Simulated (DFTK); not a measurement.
The system is Ir.

```
Ir
1.0
     0.00000    1.91560    1.91560
     1.91560    0.00000    1.91560
     1.91560    1.91560    0.00000
Ir
1
Direct
  0.00000 0.00000 0.00000
```

Base run:

- Program: DFTK 0.8.2
- Functional: PBE
- Potentials or basis: dojo.nc.sr.pbe.v0_5.stringent.upf (PBE)
- Cutoff: 925 eV
- k mesh: 12 × 12 × 12
- Occupations: fermi-dirac, width 0.05 eV
- Spin: no spin polarisation

Its results: band gap on the k mesh none (metal or under the smearing width); pressure 10.3 GPa.

Q: The run is repeated on the same cell with these changes: potentials or basis from dojo.nc.sr.pbe.v0_5.stringent.upf (PBE) to in-house norm-conserving set (PBE, scalar relativistic). What comes out?

A: Band gap on the k mesh none (metal or under the smearing width); pressure 11.3 GPa.
